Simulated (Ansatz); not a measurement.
## BN in Ansatz: the effect of functional

Crystal: BN.

```
N B
1.0
     2.52465    0.00000    0.00000
    -1.25497    2.19064    0.00000
    -0.63484   -1.09532    3.04256
N B
1 1
Cartesian
  0.6453 -0.3508 2.9969
  1.2379 2.1525 0.0055
```

The cell comes from a database or a generator and needn't be the stable form of this composition.

The cell isn't the ideal one: volume scaled by 1.02.

Alike in all runs:

| Quantity | Value |
| --- | --- |
| Program | Ansatz 0.2.0 |
| Task | single point |
| Potentials or basis | Ansatz PAW |
| k mesh | 13 × 13 × 9 |
| Occupations | fermi-dirac, width 0.05 eV |
| Spin | no spin polarisation |

| functional | cutoff | gap on the mesh (eV) | pressure (GPa) | largest force (eV/Å) |
| --- | --- | --- | --- | --- |
| LDA | 420 eV (not typed: the program's choice for these potentials) | ? | ? | ? |
| PBEsol | 420 eV (not typed: the program's choice for these potentials) | 2.73 | -3.6 | 2.62 |
| r2SCAN | 500 eV (not typed: the program's choice for these potentials) | 3.30 | -4.5 | 2.62 |

Question: What does the run with functional LDA give?

Answer: gap on the mesh 2.66 eV; pressure -8.9 GPa; largest force 2.58 eV/Å.

Caveats: odd divisions of the mesh miss points on the zone boundary, where band edges often lie, so the gap on the mesh can be too wide; the PAW data sets come from PBE, with cores solved anew for the run's functional, which leaves a small shift of forces and pressure; forces of over 1 eV/Å show positions far from the minimum, so gaps and moduli don't describe the material at rest.

A k mesh can miss the band edges.

Runs at the PBE level aren't shown here.
